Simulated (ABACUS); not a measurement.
# TiC (Fm-3m) in ABACUS: notebook

The runs below take TiC through single point, with PBE.

Everything below comes from runs of ABACUS 3.10.1. Logs are shortened: lines on timing, memory, paths and dates and some standing lists are left out, and cuts for length are marked.

## Step 1: The structure

It takes space group Fm-3m (No. 225, cubic). Conventional cell: a = 4.331 Å, b = 4.331 Å, c = 4.331 Å, α = 90.00°, β = 90.00°, γ = 90.00°. Around Ti (site symmetry m-3m) lie 6 C at 2.17 Å. C (site symmetry m-3m) has 6 Ti at 2.17 Å as nearest neighbours.

The cell is a database's computed one.

## Step 2: Single point, PBE

Contents of INPUT:

```
INPUT_PARAMETERS
suffix              TiC
calculation         scf
basis_type          lcao
pseudo_dir          ./
orbital_dir         ./
symmetry            1
dft_functional      pbe
ecutwfc             100
pseudo_rcut         10
nspin               1
nbands              12
ks_solver           genelpa
smearing_method     fd
smearing_sigma      0.00367493
scf_thr             1e-07
scf_nmax            100
mixing_type         broyden
mixing_beta         0.7
cal_force           1
cal_stress          1
out_mul             1
```

Contents of STRU:

```
ATOMIC_SPECIES
Ti 47.8670 Ti.upf
C 12.0110 C.upf

NUMERICAL_ORBITAL
Ti_confined-atom_7au_3s2p2d1f.orb
C_confined-atom_6au_2s2p1d.orb

LATTICE_CONSTANT
1.8897261246

LATTICE_VECTORS
0.0000000000 2.1657188437 2.1657188437
2.1657188437 0.0000000000 2.1657188437
2.1657188437 2.1657188437 0.0000000000

ATOMIC_POSITIONS
Direct

Ti
0.0
1
0.0000000000 0.0000000000 0.0000000000 1 1 1

C
0.0
1
0.5000000000 0.5000000000 0.5000000000 1 1 1
```

Contents of KPT:

```
K_POINTS
0
Gamma
11 11 11 0 0 0
```

Potentials or basis: PseudoDojo NC SR 0.4.1 PBE standard, DZP LCAO (the cutoffs set its grid).

On the command line:

```
$ OMP_NUM_THREADS=1 mpirun -np 4 abacus > log
```

running log:

```text
ABACUS v3.10.1

               Atomic-orbital Based Ab-initio Computation at UStc

 ------------------------------------------------------------------------------------

 READING GENERAL INFORMATION
                           global_out_dir = OUT.TiC/
                           global_in_card = INPUT
                               pseudo_dir = ./
                              orbital_dir = ./
                                    DSIZE = 4
                                    GSIZE = 1
[... 5 lines left out ...]

 READING ATOM TYPE 1
                               atom label = Ti
                      L=0, number of zeta = 3
                      L=1, number of zeta = 2
                      L=2, number of zeta = 2
                      L=3, number of zeta = 1
             number of atom for this type = 1

 READING ATOM TYPE 2
                               atom label = C
                      L=0, number of zeta = 2
                      L=1, number of zeta = 2
                      L=2, number of zeta = 1
             number of atom for this type = 1

                        TOTAL ATOM NUMBER = 2
DIRECT COORDINATES
    atom                   x                   y                   z     mag                  vx                  vy                  vz
taud_Ti1            0.0000000000        0.0000000000        0.0000000000  0.0000        0.0000000000        0.0000000000        0.0000000000
taud_C1            0.5000000000        0.5000000000        0.5000000000  0.0000        0.0000000000        0.0000000000        0.0000000000

                          Volume (Bohr^3) = 137.099
                             Volume (A^3) = 20.3159

 Lattice vectors: (Cartesian coordinate: in unit of a_0)
                   +0            +2.16572            +2.16572
             +2.16572                  +0            +2.16572
             +2.16572            +2.16572                  +0
 Reciprocal vectors: (Cartesian coordinate: in unit of 2 pi/a_0)
             -0.23087            +0.23087            +0.23087
             +0.23087            -0.23087            +0.23087
             +0.23087            +0.23087            -0.23087
 The esolver type has been set to : ksdft_lcao

                PAO radial cut off (Bohr) = 10

 Read in pseudopotential file is Ti.upf
                     pseudopotential type = NC
          exchange-correlation functional = PBE
                 nonlocal core correction = 1
                        valence electrons = 12
                                     lmax = 2
                           number of zeta = 4
[... 7 lines left out ...]
                PAO radial cut off (Bohr) = 10

 Read in pseudopotential file is C.upf
                     pseudopotential type = NC
          exchange-correlation functional = PBE
                 nonlocal core correction = 1
                        valence electrons = 4
                                     lmax = 1
                           number of zeta = 2
                     number of projectors = 4
                           L of projector = 0
                           L of projector = 0
                           L of projector = 1
                           L of projector = 1
     initial pseudo atomic orbital number = 14

 SETUP THE ELECTRONS NUMBER
            electron number of element Ti = 12
      total electron number of element Ti = 12
             electron number of element C = 4
       total electron number of element C = 4
            AUTOSET number of electrons:  = 16
                           occupied bands = 8
                                   NLOCAL = 39
                                   NBANDS = 12
                                   NBANDS = 12
                                   NLOCAL = 39

%%%%%%%%%%%%%%%%%%%%%%%%%%%%%%%%%%%%%%%%%%%%%%%%%%%%%%%%%%%%%%%%%%%%%%%%%%%%%%%%%%%%%%%%%%%%%%%%%%%%%%%%%%
 Warning: the number of valence electrons in pseudopotential > 4 for Ti: [Ar] 3d2 4s2
 Pseudopotentials with additional electrons can yield (more) accurate outcomes, but may be less efficient.
 If you're confident that your chosen pseudopotential is appropriate, you can safely ignore this warning.
%%%%%%%%%%%%%%%%%%%%%%%%%%%%%%%%%%%%%%%%%%%%%%%%%%%%%%%%%%%%%%%%%%%%%%%%%%%%%%%%%%%%%%%%%%%%%%%%%%%%%%%%%%

 SETUP THE PLANE WAVE BASIS
 energy cutoff for charge/potential (unit:Ry) = 400
            fft grid for charge/potential = [ 40, 40, 40 ]
                        fft grid division = [ 5, 5, 5 ]
        big fft grid for charge/potential = [ 8, 8, 8 ]
                                     nbxx = 128
                                     nrxx = 16000

 SETUP PLANE WAVES FOR CHARGE/POTENTIAL
[... 67 lines left out ...]
                               nkstot_ibz = 56
K-POINTS REDUCTION ACCORDING TO SYMMETRY
     IBZ    DIRECT_X    DIRECT_Y    DIRECT_Z  WEIGHT  ibz2bz
       1  0.00000000  0.00000000  0.00000000  0.0008       0
       2  0.09090909  0.09090909  0.09090909  0.0060       1
       3  0.18181818  0.18181818  0.18181818  0.0060       2
       4  0.27272727  0.27272727  0.27272727  0.0060       3
       5  0.36363636  0.36363636  0.36363636  0.0060       4
       6  0.45454545  0.45454545  0.45454545  0.0060       5
[... 22 lines left out ...]
      29 -0.36363636  0.36363636  0.36363636  0.0180      40
      30 -0.45454545  0.27272727  0.27272727  0.0090      41
[... 26 further k points ...]

                               nkstot now = 56
[... K-POINTS DIRECT COORDINATES: 56 rows ...]

           k-point number in this process = 56
       minimum distributed K point number = 56
[... stars of the k points ...]

[... K-POINTS CARTESIAN COORDINATES: 56 rows ...]

[... K-POINTS DIRECT COORDINATES: 56 rows ...]

 SETUP PLANE WAVES FOR WAVE FUNCTIONS
     energy cutoff for wavefunc (unit:Ry) = 100
              fft grid for wave functions = [ 40, 40, 40 ]
                    number of plane waves = 3215
                         number of sticks = 295

 PARALLEL PW FOR WAVE FUNCTIONS
     PROC   COLUMNS(POT)             PW
        1             73            804
        2             74            804
        3             74            803
        4             74            804
 --------------- sum -------------------
        4            295           3215

 SET NONLOCAL PSEUDOPOTENTIAL PROJECTORS
 SET NONLOCAL PSEUDOPOTENTIAL PROJECTORS
 max number of nonlocal projetors among all species is 6

 -------------------------------------------
 SELF-CONSISTENT
 -------------------------------------------

 SETUP SEARCHING RADIUS FOR PROGRAM TO SEARCH ADJACENT ATOMS
                  longest orb rcut (Bohr) = 7
   longest nonlocal projector rcut (Bohr) = 1.7
                     search radius (Bohr) = 17.4
              searching radius is (Bohr)) = 17.4
         searching radius unit is (Bohr)) = 1.89
                         PeriodicBoundary = 1
                        Radius(unit:lat0) = 9.21
                                   glayer = [ 5, 5, 5 ]
                             glayer_minus = [ 4, 4, 4 ]

Find the coordinate range of the input atom(unit:lat0).
                                  min_tau = [ -17.3, -17.3, -17.3 ]
                                  max_tau = [ 19.5, 19.5, 19.5 ]
                                BoxNumber = [ 9, 9, 9 ]

 SETUP EXTENDED REAL SPACE GRID FOR GRID INTEGRATION
                          real space grid = [ 40, 40, 40 ]
                 big cell numbers in grid = [ 8, 8, 8 ]
             meshcell numbers in big cell = [ 5, 5, 5 ]
                        extended fft grid = [ 12, 12, 12 ]
                dimension of extened grid = [ 33, 33, 33 ]
                            UnitCellTotal = 125
              Atom number in sub-FFT-grid = 2
    Local orbitals number in sub-FFT-grid = 39
                                ParaV.nnr = 35548
                                 init_chg = atomic

 LCAO ALGORITHM --------------- ION=   1  ELEC=   1--------------------------------

 Density error is 0.163641856907
----------------------------------------------------------
     Energy           Rydberg                 eV
----------------------------------------------------------
 E_KohnSham     -130.4690497413      -1775.1224891267
 E_Harris       -134.8102037801      -1834.1869199503
 E_Fermi        1.0533520974         14.3315905252
----------------------------------------------------------
[... 91 lines left out ...]
 Density error is 5.19856080744e-08
----------------------------------------------------------
     Energy           Rydberg                 eV
----------------------------------------------------------
 E_KohnSham     -130.8746916531      -1780.6415304746
 E_KS(sigma->0) -130.8746056041      -1780.6403597180
 E_Harris       -130.8746914292      -1780.6415274287
 E_band         -8.1341140935        -110.6702998535
 E_one_elec     -29.5092380457       -401.4937810600
 E_Hartree      22.7989681805        310.1958757751
 E_xc           -21.7612395101       -296.0768528808
 E_Ewald        -102.4030101797      -1393.2644307958
 E_entropy(-TS) -0.0001720980        -0.0023415132
 E_descf        0.0000000000         0.0000000000
 E_exx          0.0000000000         0.0000000000
 E_Fermi        1.0872974081         14.7934401709
----------------------------------------------------------

 charge density convergence is achieved
 final etot is -1780.6415305 eV
 EFERMI = 14.793440171 eV

 STATE ENERGY(eV) AND OCCUPATIONS    NSPIN == 1
 1/56 kpoint (Cartesian) = 0.0000 0.0000 0.0000 (567 pws)
       1       -41.8582     0.00150263
       2       -17.8959     0.00150263
       3       -17.8959     0.00150263
       4       -17.8959     0.00150263
       5        2.33448     0.00150263
       6        15.4260    4.81247e-09
       7        15.4260    4.81247e-09
       8        15.4260    4.81247e-09
       9        16.4029    1.57343e-17
      10        16.4029    1.57343e-17
      11        16.4029    1.57343e-17
      12        16.4615    4.87658e-18
[... 57 lines left out ...]
 6/56 kpoint (Cartesian) = 0.10494 0.10494 0.10494 (579 pws)
       1       -41.7864      0.0120210
       2       -18.3845      0.0120210
       3       -17.9442      0.0120210
       4       -17.9442      0.0120210
       5        5.66861      0.0120210
       6        9.07169      0.0120210
       7        11.8736      0.0120210
       8        11.8736      0.0120210
       9        17.6083    4.26884e-27
      10        17.6083    4.26884e-27
      11        18.7762    3.06221e-37
      12        22.8379    1.60962e-72

[... levels at 50 further k points ...]

 correction force for each atom along direction 1 is -3.66955e-15
 correction force for each atom along direction 2 is -1.36591e-14
 correction force for each atom along direction 3 is 2.72376e-15
------------------------------------------------------------------------------------------
 TOTAL-FORCE (eV/Angstrom)
------------------------------------------------------------------------------------------
                       Ti1         0.0000000000         0.0000000000         0.0000000000
                        C1         0.0000000000         0.0000000000         0.0000000000
------------------------------------------------------------------------------------------

----------------------------------------------------------------
 TOTAL-STRESS (KBAR)
----------------------------------------------------------------
        12.4952242779        -0.0000000000         0.0000000000
        -0.0000000000        12.4952242779        -0.0000000000
        -0.0000000000         0.0000000000        12.4952242779
----------------------------------------------------------------
 TOTAL-PRESSURE: 12.495224 KBAR

 --------------------------------------------
 !FINAL_ETOT_IS -1780.6415304746124093 eV
 --------------------------------------------
```

Wall time 6.7 s (4 MPI ranks of Intel Xeon Platinum 8488C (Sapphire Rapids), shared host); peak memory 0.44 GiB.

What came out:

```
Free energy            : -1780.6415 eV
Pressure               : 1.2 GPa
Band gap on the k mesh : none (metal or under the smearing width)
Mulliken charges       : Ti +0.58; C -0.58 e
```

Levels at points of the mesh, in eV from the Fermi level:
| k point | band 4 | band 5 | band 6 | band 7 | band 8 | band 9 | band 10 | band 11 | band 12 |
| --- | --- | --- | --- | --- | --- | --- | --- | --- | --- |
| (0.00, 0.00, 0.00) | -32.69 | -12.46 | 0.63 | 0.63 | 0.63 | 1.61 | 1.61 | 1.61 | 1.67 |

Caveat: the atomic orbitals were generated for these runs and aren't a published set; Mulliken charges move with the basis; the basis of atomic orbitals isn't converged, which shifts pressures, moduli and gaps.

## Step 3: Single point, PBE (atoms moved at random, drawn with an rms of 0.05 Å)

INPUT is that of step 2.

STRU: that of step 2 with these lines changed.

```diff
@@ -22,3 +22,3 @@
 1
-0.0000000000 0.0000000000 0.0000000000 1 1 1
+-0.0179180000 0.0215340000 -0.0071780000 1 1 1
 
@@ -27,2 +27,2 @@
 1
-0.5000000000 0.5000000000 0.5000000000 1 1 1
+0.4843900000 0.5074340000 0.5141740000 1 1 1
```

KPT is that of step 2.

Potentials or basis: PseudoDojo NC SR 0.4.1 PBE standard, DZP LCAO (the cutoffs set its grid).

On the command line:

```
$ OMP_NUM_THREADS=1 mpirun -np 4 abacus > log
```

Run time: 17 s. Hardware: 4 MPI ranks of Intel Xeon Platinum 8488C (Sapphire Rapids), shared host; peak memory 0.52 GiB.

The run converged. Its results:

```yaml
Free_energy: -1780.6245 eV
Pressure: 1.7 GPa
Largest_force: 0.568 eV/Å
Band_gap_on_the_k_mesh: none (metal or under the smearing width)
Mulliken_charges: Ti +0.58; C -0.58 e
```

Forces in eV/Å, atoms in the order of the input:
```
Ti   0.152  0.489 -0.246
C   -0.152 -0.489  0.246
```

Stress tensor (GPa, compression positive):
```
 1.40 -0.13  0.07
-0.13  2.09  0.22
 0.07  0.22  1.53
```

Caveat: the atomic orbitals were generated for these runs and aren't a published set; Mulliken charges move with the basis; the basis of atomic orbitals isn't converged, which shifts pressures, moduli and gaps.

(Part 1 of 2 ends here.)
